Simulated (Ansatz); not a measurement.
TaN:

```xyz
2
Lattice="0.0000 2.2113 2.2113 2.2113 0.0000 2.2113 2.2113 2.2113 0.0000" Properties=species:S:1:pos:R:3 pbc="T T T"
Ta    2.2113    2.2113    2.2113
N     0.0000    0.0000    0.0000
```

The cell comes from a database or a generator and needn't be the stable form of this composition.

Below is the output of Ansatz 0.2.0 for this cell. Logs are shortened: lines on timing, memory, paths and dates and some standing lists are left out, and cuts for length are marked.

```text
Warning: RAYON_NUM_THREADS=2 ignored (pool sized by the plan → 2); use --threads N
Engine: ansatz 0.2.0, aarch64-unknown-linux-gnu
Pseudopotentials: kind: paw
Pseudopotential: Ta, paw, valence charge 13, recommended cutoff 420 eV (normal), Ta.paw.azcp
Pseudopotential: N, paw, valence charge 5, recommended cutoff 420 eV (normal), N.paw.azcp
Functional definition: PBE
  parameter kappa = 0.804
  parameter beta = 0.06672455060314922
  exchange = pbe_x(kappa = kappa, mu = beta*pi^2/3)
  correlation = pbe_c(beta = beta)
Crystal: 2 atoms, lattice volume = 21.627 Å³
Basis set: ecut = 600 eV, 725 PW (Γ), exchange–correlation on 50×50×50 points (8 copies of the dense FFT grid, shifted against one another)
Bands: 13, of which v1, the nominal top of the filled ones, is band 9 counted from 1 (8 counted from 0)
Symmetry: 48 space group operations
Space group: Fm-3m (ITA 225), of the structure as read, at distance tolerance 2.8e-5 Å
k-points: 47 of 1000
Non-local potential: Ta, projectors of the file, l = 0: 3, l = 1: 2, l = 2: 2, l = 3: 1
Non-local potential: N, projectors of the file, l = 0: 2, l = 1: 2, l = 2: 1
PAW form: soft (Blöchl's): semilocal exchange-correlation on the pseudo side does not see the compensation charge
PAW one-centre angular grid: Ta, 590 points (default); XC on 64 Gauss nodes
PAW one-centre angular grid: N, 110 points (default); XC on 64 Gauss nodes
Initial density: superposition of atomic densities (neutral atoms: chi_scale 0, normalization atom), corrected by the library's trained network
Initial wavefunctions: pseudopotential atomic-orbital guess
Functional: x = pbe(κ = 0.804, μ = 0.2195149727645171), c = pbe(β = 0.06672455060314922)
SCF iter   1: F=—  HF=-10317.938405 eV  |F-HF|=—  |Δ(HF+E_count)|=         —  Δρ=1.69e-3  dr2=1.90e-4  ethr=1.77e-3  ⟨swp⟩=6.0  Hψ=7280  notcnv=0
automatic band count: the SCF goes on with 17 bands, as 13 were too few: the levels above may hold too much charge
preconditioner: auto → none  [insulator: Δε(μ)=0.135 eV  Ē_g=15.348 eV  σ=0.050 eV  W_gap=0.55  n_scr=8 (ndim 8)  ℏωp=25.3 eV  f_vac=0.000  D(μ)=0.70/eV (n_scr^D=0)  ε∞_Penn≈3.7]
SCF iter   2: F=—  HF=-10317.938238 eV  |F-HF|=—  |Δ(HF+E_count)|=   1.67e-4  Δρ=8.93e-4  dr2=5.33e-5  ethr=1.06e-6  ⟨swp⟩=2.5  Hψ=1613  notcnv=0  defer=15
SCF iter   3: F=—  HF=-10317.938336 eV  |F-HF|=—  |Δ(HF+E_count)|=   9.75e-5  Δρ=1.30e-4  dr2=1.50e-6  ethr=2.96e-7  ⟨swp⟩=2.1  Hψ=937  notcnv=0  defer=15
SCF iter   4: F=—  HF=-10317.938336 eV  |F-HF|=—  |Δ(HF+E_count)|=   2.42e-7  Δρ=4.60e-5  dr2=1.30e-7  ethr=8.34e-9  ⟨swp⟩=2.1  Hψ=1097  notcnv=0  defer=15
iter 5 did not close the SCF: its close was put off for the readings that it lacked (scf_convergence_deferred on its scf_iter line)
SCF iter   5: F=-10317.938335 eV  HF=-10317.938335 eV  |F-HF|=1.99e-9  |Δ(HF+E_count)|=   2.14e-8  Δρ=6.13e-6  dr2=1.96e-9  ethr=7.23e-10  ⟨swp⟩=2.0  Hψ=1111  notcnv=0  defer=15
SCF iter   6: F=-10317.938335 eV  HF=-10317.938335 eV  |F-HF|=2.18e-11  |Δ(HF+E_count)|=   2.38e-9  Δρ=5.29e-7  dr2=2.65e-11  ethr=1.09e-11  ⟨swp⟩=4.5  Hψ=2879  notcnv=0
SCF 1 converged in 6 iterations: F = -10317.938335 eV  dr2 = 2.65e-11
  greatest PAW one-centre occupation: 0.999 electrons in one spin orbital (limit 2), on the Ta atom at site 0 (counted from 0), in its partial waves of l = 0
SCF converged after 6 iterations
Free energy (F): -10317.938335 eV
Harris-Foulkes:  -10317.938335 eV  (|F-HF|=2.18e-11)
Internal energy: -10317.932528 eV  (E = F + TS)
E sigma→0 (E₀):  -10317.935432 eV
Entropy (-TS):   -0.005807 eV (-2.904 meV/atom)
Fermi energy:    21.340589 eV
--- Per-component energies (eV) ---
  E_band       = -50.627507
  E_kinetic    = 499.991901
  E_local      = -594.571248  (includes V_loc(G=0)·N_el)
  E_nonlocal   = 59.846200
  E_hartree    = 199.467475
  E_xc         = -279.845890
  E_vxc        = -282.277753  (∫ρ·V_xc dr)
  E_paw        = -8524.200874  (= ΣΔE_a)
  E_vpaw       = -132.551545  (= ΣTr[D̂ρ^β])
  E_aug_tail   = 0.000026  (compensation charges beyond the density's cutoff)
  E_ewald      = -1678.620117
  E_smearing   = -0.005807  (= −TS)
  E_closure    = 0.000000  (closes the sum)
  Σ components = -10317.938335   (vs F -10317.938335, Δ=0.00e0)
--- Forces (eV/Å), atoms counted from 1 ---
  atom   1  Ta     0.00000000    -0.00000000    -0.00000000
  atom   2  N     -0.00000000     0.00000000    -0.00000000
  max |Σ_I F_I| component: 3.08e-29 eV/Å
--- Stress (GPa, compression-positive) ---
       -1.356435       0.000000       0.000000
        0.000000      -1.356435       0.000000
       -0.000000      -0.000000      -1.356435
  P = ⅓ Tr σ = -1.3564 GPa (-13.564 kbar)
--- Band table (eV; the first three rows and the last of 47) ---
  k-point 0: bands = ["-48.1928", "-14.4446", "-14.4446", "-14.4446", "2.6136", "17.5431", "17.5431", "17.5431", "19.2579", "19.2579", "19.2579", "21.3859", "21.3859", "22.6770", "30.4833", "45.0505", "45.0505"]
  k-point 1: bands = ["-48.1878", "-14.5265", "-14.4521", "-14.4521", "2.8430", "16.4508", "16.8156", "16.8156", "19.6086", "19.6086", "19.6724", "22.2795", "22.2795", "23.3829", "31.1915", "42.2225", "43.4191"]
  k-point 2: bands = ["-48.1749", "-14.7352", "-14.4717", "-14.4717", "3.4702", "14.6385", "15.6466", "15.6466", "20.2021", "20.4055", "20.4055", "24.1238", "24.1238", "24.8424", "32.8291", "39.0420", "40.3130"]
  k-point 46: bands = ["-48.1237", "-14.9866", "-14.8582", "-14.7330", "4.4089", "14.1872", "14.5676", "14.6977", "20.0282", "22.2200", "24.7835", "25.0484", "25.8798", "30.4804", "32.0641", "34.0418", "36.4718"]
```

Write the input and the command behind it.

Single point with PBE, no spin polarisation. The files as run (others can give the same):

input.yaml
```yaml
crystal:
  lattice:
    - [0.0, 2.211323, 2.211323]
    - [2.211323, 0.0, 2.211323]
    - [2.211323, 2.211323, 0.0]
  atoms:
    - { symbol: Ta, position: [0.5, 0.5, 0.5] }
    - { symbol: "N", position: [0.0, 0.0, 0.0] }
hamiltonian:
  xc: pbe
  pseudopotentials: { kind: paw }
kpoints:
  mp_grid: { grid: [10, 10, 10] }
scf:
  occupations: { method: fermi_dirac, width: 0.05 }
basis:
  ecutwfc: "600 eV"
output:
  forces: true
  stress: true
  eigenvalues: true
```

Potentials or basis: Ansatz PAW.
Command:
```bash
$ ansatz run input.yaml --threads 2 --pin off --max-ram 5120MiB --backend cpu --events-out ev --progress --plain --runs-dir out
```
